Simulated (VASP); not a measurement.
# W2C3 (Cmmm) in VASP: single point with r2SCAN

Aim: the single point of W2C3 with r2SCAN.

Program: VASP 6.6.1. These are calculated values, not measurements. Logs are shortened: lines on timing, memory, paths and dates and some standing lists are left out, and cuts for length are marked.

### Step 1. Starting point

The structure is orthorhombic, space group Cmmm (No. 65). Conventional cell: a = 5.704 Å, b = 6.269 Å, c = 2.996 Å, α = 90.00°, β = 90.00°, γ = 90.00°. Around W (site symmetry 2/m) lie 6 C at 2.12 to 2.24 Å. C (site symmetry m2m) is surrounded by 1 C at 1.43 Å. Around C (site symmetry mmm) lie 4 W at 2.12 Å.

The cell was built by a generator and needn't be a form met in nature.

### Step 2. Single point, r2SCAN

File INCAR:

```
SYSTEM = W2C3
PREC     = Accurate       ! precision mode
ENCUT    = 520            ! plane-wave cutoff, eV
EDIFF    = 1E-6           ! SCF threshold, eV
ISMEAR   = 0              ! smearing method
SIGMA    = 0.1            ! smearing width, eV
LREAL    = .FALSE.        ! projectors in reciprocal space
LASPH    = .TRUE.         ! aspherical terms in the spheres
NELM     = 150            ! most SCF steps
ALGO     = Normal         ! electronic algorithm
ISIF     = 2              ! what is computed and relaxed
LWAVE    = .FALSE.        ! write WAVECAR
LCHARG   = .FALSE.        ! write CHGCAR
METAGGA  = R2SCAN         ! meta-GGA
LMIXTAU  = .TRUE.       
KPAR     = 2
```

File KPOINTS:

```
regular mesh
0
G
  8 8 10
  0 0 0
```

File POSCAR:

```
W2C3
1.0
    2.8520700000     -3.1343100000      0.0000000000
    2.8520700000      3.1343100000      0.0000000000
    0.0000000000      0.0000000000      2.9963100000
W C
2 3
Direct
    0.5000000000      0.0000000000      0.5000000000
    0.0000000000      0.5000000000      0.5000000000
    0.6140920000      0.3859080000      0.0000000000
    0.3859080000      0.6140920000      0.0000000000
    0.0000000000      0.0000000000      0.5000000000
```

Potentials or basis: VASP PAW PBE potentials, release 64 (W_sv, C).

Launch:

```bash
$ cat potpaw_PBE.64/W_sv/POTCAR potpaw_PBE.64/C/POTCAR > POTCAR
$ mpirun -np 2 vasp_std > vasp.out
```

OUTCAR:

```text
SYSTEM = W2C3
   PREC = Accurate
   ENCUT = 520
   EDIFF = 1E-6
   ISMEAR = 0
   LREAL = .FALSE.
   LASPH = .TRUE.
   NELM = 150
   ISIF = 2
   METAGGA = R2SCAN

 ion  position               nearest neighbor table
   1  0.500  0.000  0.500-   5 2.12   5 2.12   3 2.24   3 2.24   4 2.24   4 2.24   2 2.85   2 2.85
                             2 3.13   2 3.13
   2  0.000  0.500  0.500-   5 2.12   5 2.12   3 2.24   3 2.24   4 2.24   4 2.24   1 2.85   1 2.85
                             1 3.13   1 3.13
   3  0.614  0.386  0.000-   4 1.43   2 2.24   1 2.24   1 2.24   2 2.24
   4  0.386  0.614  0.000-   3 1.43   2 2.24   1 2.24   1 2.24   2 2.24
   5  0.000  0.000  0.500-   1 2.12   2 2.12   2 2.12   1 2.12

  LATTYP: Found a base centered orthorhombic cell.
 ALAT       =     5.7041400000
 B/A-ratio  =     1.0989597030
 C/A-ratio  =     0.5252868969

  Lattice vectors:

 A1 = (   2.8520700000,  -3.1343100000,   0.0000000000)
 A2 = (   2.8520700000,   3.1343100000,   0.0000000000)
 A3 = (   0.0000000000,   0.0000000000,   2.9963100000)

Analysis of symmetry for initial positions (statically):
=====================================================================
 Subroutine PRICEL returns:
 Original cell was already a primitive cell.

 Routine SETGRP: Setting up the symmetry group for a
 base centered orthorhombic supercell.

 Subroutine GETGRP returns: Found  8 space group operations
 (whereof  8 operations were pure point group operations)
 out of a pool of  8 trial point group operations.

The static configuration has the point symmetry D_2h.

Analysis of symmetry for dynamics (positions and initial velocities):
=====================================================================
 Subroutine PRICEL returns:
 Original cell was already a primitive cell.

 Routine SETGRP: Setting up the symmetry group for a
 base centered orthorhombic supercell.

 Subroutine GETGRP returns: Found  8 space group operations
 (whereof  8 operations were pure point group operations)
 out of a pool of  8 trial point group operations.

The dynamic configuration has the point symmetry D_2h.

 Subroutine INISYM returns: Found  8 space group operations
 (whereof  8 operations are pure point group operations),
 and found     1 'primitive' translations

----------------------------------------------------------------------------------------

                                     Primitive cell

  volume of cell :      53.5697

  direct lattice vectors                    reciprocal lattice vectors
     2.852070000 -3.134310000  0.000000000     0.175311265 -0.159524744  0.000000000
     2.852070000  3.134310000  0.000000000     0.175311265  0.159524744  0.000000000
     0.000000000  0.000000000  2.996310000     0.000000000  0.000000000  0.333743838

  length of vectors
     4.237711937  4.237711937  2.996310000     0.237027812  0.237027812  0.333743838

  position of ions in fractional coordinates (direct lattice)
     0.500000000  0.000000000  0.500000000
     0.000000000  0.500000000  0.500000000
     0.614092000  0.385908000  0.000000000
     0.385908000  0.614092000  0.000000000
     0.000000000  0.000000000  0.500000000

  ion indices of the primitive-cell ions
   primitive index   ion index
                 1           1
                 2           2
                 3           3
                 4           4
                 5           5

----------------------------------------------------------------------------------------

 KPOINTS: regular mesh

Automatic generation of k-mesh.
 Grid dimensions read from file:
 generate k-points for:    8    8   10

 Generating k-lattice:

  Cartesian coordinates                     Fractional coordinates (reciprocal lattice)
     0.021913908 -0.019940593  0.000000000     0.125000000  0.000000000  0.000000000
     0.021913908  0.019940593  0.000000000     0.000000000  0.125000000  0.000000000
     0.000000000  0.000000000  0.033374384     0.000000000  0.000000000  0.100000000

  Length of vectors
     0.029628476  0.029628476  0.033374384

  Shift w.r.t. Gamma in fractional coordinates (k-lattice)
     0.000000000  0.000000000  0.000000000

 Subroutine IBZKPT returns following result:
 ===========================================

 Found    126 irreducible k-points:

 Following reciprocal coordinates:
            Coordinates               Weight
  0.000000  0.000000  0.000000      1.000000
  0.125000  0.000000  0.000000      4.000000
  0.250000  0.000000  0.000000      4.000000
  0.375000  0.000000  0.000000      4.000000
  0.500000  0.000000  0.000000      2.000000
  0.125000  0.125000  0.000000      2.000000
[... 16 lines left out ...]
  0.125000  0.000000  0.100000      8.000000
  0.250000  0.000000  0.100000      8.000000
 [... further k-points ...]
   k-points           NKPTS =    126   k-points in BZ     NKDIM =    126   number of bands    NBANDS=     24
   number of dos      NEDOS =    301   number of ions     NIONS =      5
   total plane-waves  NPLWV =  24576
   dimension x,y,z NGX =    32 NGY =   32 NGZ =   24
   dimension x,y,z NGXF=    64 NGYF=   64 NGZF=   48
   ions per type =               2   3
   NGX,Y,Z   is equivalent  to a cutoff of  12.55, 12.55, 13.32 a.u.
   NGXF,Y,Z  is equivalent  to a cutoff of  25.11, 25.11, 26.63 a.u.
 SYSTEM =  W2C3
   PREC   = accura    normal or accurate (medium, high low for compatibility)
   ISTART =      0    job   : 0-new  1-cont  2-samecut
   ICHARG =      2    charge: 1-file 2-atom 10-const
   ISPIN  =      1    spin polarized calculation?
   LNONCOLLINEAR =      F non collinear calculations
   LSORBIT =      F    spin-orbit coupling
   LASPH  =      T    aspherical Exc in radial PAW
   ENCUT  =  520.0 eV  38.22 Ry    6.18 a.u.   7.88  7.88  5.57*2*pi/ulx,y,z
   NELM   =    150;   NELMIN=  2; NELMDL= -5     # of ELM steps
   EDIFF  = 0.1E-05   stopping-criterion for ELM
   LREAL  =      F    real-space projection
   EDIFFG = 0.1E-04   stopping-criterion for IOM
   NSW    =      0    number of steps for IOM
   IBRION =     -1    ionic relax: 0-MD 1-quasi-New 2-CG
   NFREE  =      0    steps in history (QN), initial steepest desc. (CG)
   ISIF   =      2    stress and relaxation
   ISYM   =      2    0-nonsym 1-usesym 2-fastsym
   POTIM  = 0.5000    time-step for ionic-motion
   TEBEG  =    0.0;   TEEND  =   0.0 temperature during run
   PSTRESS=    0.0 pullay stress
   NELECT =      40.0000    total number of electrons
   NUPDOWN=      -1.0000    fix difference up-down
   EMIN   =  10.00;   EMAX   =-10.00  energy-range for DOS
   EFERMI =   0.00;   METHOD = LEGACY
   ISMEAR =     0;   SIGMA  =   0.10  broadening in eV -4-tet -1-fermi 0-gaus
   EFERMI_NEDOS =   21; number of points for ismear=-14 and -15
   IALGO  =     38    algorithm
   IMIX   =      4    mixing-type and parameters
     AMIX     =   0.40;   BMIX     =  1.00
     AMIX_MAG =   1.60;   BMIX_MAG =  1.00
  volume/ion in A,a.u.               =      10.71        72.30
  Fermi-wavevector in a.u.,A,eV,Ry     =   1.485212  2.806644 30.012487  2.205856
  Thomas-Fermi vector in A             =   2.598652
   LORBIT       =      0    0 simple, 1 ext, 2 COOP (PROOUT), +10 PAW based schemes
   METAGGA = R2SCAN    functional components
   LHFCALC =     F    Hartree Fock is set to
   AEXX    =    0.0000 exact exchange contribution
   IVDW    =     0    specifies the selected vdW correction
   LEPSILON=     F    determine dielectric tensor
   LRPA    =     F    only Hartree local field effects (RPA)
 non-spin polarized calculation
 Gauss-broadening in eV      SIGMA  =   0.10
  energy-cutoff  :      520.00
  volume of cell :       53.57
 maximum number of plane-waves:      1460
   NGX = 15   NGY = 15   NGZ = 11

 number of electron      39.9999997 magnetization

 Free energy of the ion-electron system (eV)
  ---------------------------------------------------
  ext. energy  EPLUGINS =         0.00000000
  ---------------------------------------------------
  free energy    TOTEN  =      -129.33434159 eV

  energy without entropy =     -129.32303549  energy(sigma->0) =     -129.32868854

 E-fermi :   9.2530     XC(G=0): -13.9401

 val. band max:        9.2519798968   @ k =  -0.3750   0.3750   0.5000
 cond. band min:       9.2682401959   @ k =   0.2500   0.2500   0.5000
 fundamental gap:      0.0162602991
 Fermi energy:         9.2530427811

 k-point     1 :       0.0000    0.0000    0.0000
  band No.  band energies     occupation
      1     -66.9897      2.00000
      2     -66.9363      2.00000
      3     -30.9372      2.00000
      4     -30.6732      2.00000
      5     -30.4640      2.00000
      6     -30.3912      2.00000
[... 16 lines left out ...]
     23      10.7711      0.00000
     24      10.9162      0.00000

 k-point     2 :       0.1250    0.0000    0.0000
  band No.  band energies     occupation
      1     -66.9877      2.00000
      2     -66.9383      2.00000
      3     -30.9138      2.00000
      4     -30.6678      2.00000
      5     -30.4715      2.00000
      6     -30.3874      2.00000
[... 16 lines left out ...]
     23      11.0371      0.00000
     24      11.3401      0.00000

 k-point     3 :       0.2500    0.0000    0.0000
  band No.  band energies     occupation
      1     -66.9819      2.00000
      2     -66.9441      2.00000
      3     -30.8471      2.00000
      4     -30.6529      2.00000
      5     -30.4921      2.00000
      6     -30.3769      2.00000
[... 16 lines left out ...]
     23      10.9841      0.00000
     24      11.9839      0.00000
[... 514 lines left out ...]
 k-point    23 :       0.1250    0.0000    0.1000
  band No.  band energies     occupation
      1     -66.9856      2.00000
      2     -66.9363      2.00000
      3     -30.9079      2.00000
      4     -30.6635      2.00000
      5     -30.4674      2.00000
      6     -30.4311      2.00000
[... 16 lines left out ...]
     23      11.0979      0.00000
     24      11.4317      0.00000

 k-point    24 :       0.2500    0.0000    0.1000
  band No.  band energies     occupation
      1     -66.9798      2.00000
      2     -66.9421      2.00000
      3     -30.8416      2.00000
      4     -30.6487      2.00000
      5     -30.4878      2.00000
      6     -30.4202      2.00000
[... 16 lines left out ...]
     23      11.0896      0.00000
     24      12.4356      0.00000

 [... further k-points ...]

------------------------ aborting loop because EDIFF is reached ----------------------------------------

  FORCE on cell =-STRESS in cart. coord.  units (eV):
  Direction    XX          YY          ZZ          XY          YZ          ZX
  --------------------------------------------------------------------------------------
  -------------------------------------------------------------------------------------
  Total       -1.6950071     -0.8444305     -0.4403598      0.0000000      0.0000000      0.0000000
  in kB      -50.6947796    -25.2554791    -13.1704134      0.0000000      0.0000000      0.0000000
  external PRESSURE =     -29.7068907 kB  Pullay stress =       0.0000000 kB

 VOLUME and BASIS-vectors are now :
 -----------------------------------------------------------------------------
  energy-cutoff  :      520.00
  volume of cell :       53.57
      direct lattice vectors                 reciprocal lattice vectors
     2.852070000 -3.134310000  0.000000000     0.175311265 -0.159524744  0.000000000
     2.852070000  3.134310000  0.000000000     0.175311265  0.159524744  0.000000000
     0.000000000  0.000000000  2.996310000     0.000000000  0.000000000  0.333743838

 POSITION                                       TOTAL-FORCE (eV/Angst)
 -----------------------------------------------------------------------------------
      1.42603     -1.56716      1.49815        -0.000000     -0.000000      0.000000
      1.42603      1.56716      1.49815         0.000000      0.000000      0.000000
      2.85207     -0.71520      0.00000         0.000000      0.030643      0.000000
      2.85207      0.71520      0.00000         0.000000     -0.030643      0.000000
      0.00000      0.00000      1.49815         0.000000     -0.000000      0.000000
 -----------------------------------------------------------------------------------
    total drift:                                0.000000      0.000000     -0.000000

  FREE ENERGIE OF THE ION-ELECTRON SYSTEM (eV)
  ---------------------------------------------------
  free  energy   TOTEN  =      -129.3343415879 eV

  energy  without entropy=     -129.3230354947  energy(sigma->0) =     -129.32868854
```

It took 1.8 min on 2 MPI ranks of Intel Xeon Platinum 8559C (Emerald Rapids), shared host; peak memory 0.26 GiB.

What came out:

| Item | Value |
| --- | --- |
| Free energy | -129.3343 eV |
| Pressure | -3.0 GPa |
| Largest force | 0.031 eV/Å |
| Band gap on the k mesh | none (metal or under the smearing width) |

Forces in eV/Å, atoms in the order of the input:
```
W    0.000  0.000  0.000
W    0.000  0.000  0.000
C    0.000  0.031  0.000
C    0.000 -0.031  0.000
C    0.000  0.000  0.000
```

Stress tensor (GPa, compression positive):
```
-5.07  0.00  0.00
 0.00 -2.53  0.00
 0.00  0.00 -1.32
```

Caveat: the PAW data sets were made with another functional, which shifts forces and pressure a little. Spin-orbit coupling is left out, which matters for the levels of W.
